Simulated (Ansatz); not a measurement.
## Ti: single point with PBE

The system is Ti.

```xyz
2
Lattice="2.9500 0.0000 0.0000 -1.4750 2.5548 0.0000 0.0000 0.0000 4.6800" Properties=species:S:1:pos:R:3 pbc="T T T"
Ti    1.4750    0.8516    3.5100
Ti    0.0000    1.7032    1.1700
```

| Item | Value |
| --- | --- |
| Program | Ansatz 0.2.0 |
| Task | single point |
| Functional | PBE |
| Potentials or basis | Ansatz PAW |
| Cutoff | 420 eV (not typed: the program's choice for these potentials) |
| k mesh | 10 × 10 × 6 |
| Occupations | gaussian, width 0.02 eV |
| Spin | no spin polarisation |

The pressure is -1.4 GPa and the band gap on the k mesh is none (metal or under the smearing width).

Stress tensor (GPa, compression positive):
```
-1.34  0.00  0.00
 0.00 -1.34  0.00
 0.00  0.00 -1.60
```

Levels at points of the mesh, in eV from the Fermi level:
| k point | band 10 | band 11 | band 12 | band 13 | band 14 | band 15 |
| --- | --- | --- | --- | --- | --- | --- |
| (0.00, 0.00, 0.00) | -2.63 | 0.73 | 0.79 | 0.79 | 0.89 | 1.27 |
| (0.00, 0.00, -0.50) | -4.30 | 0.10 | 0.10 | 0.70 | 0.70 | 0.70 |
| (0.00, -0.50, 0.00) | -2.09 | -1.79 | -0.62 | 0.51 | 0.63 | 1.17 |
| (0.00, -0.50, -0.50) | -2.48 | -0.78 | -0.78 | 1.31 | 1.31 | 1.73 |

Wall time 3 s on 2 threads of Intel(R) Xeon(R) Processor @ 2.50GHz (Skylake/Cascade Lake), with other jobs on the host, peak memory 0.34 GiB.
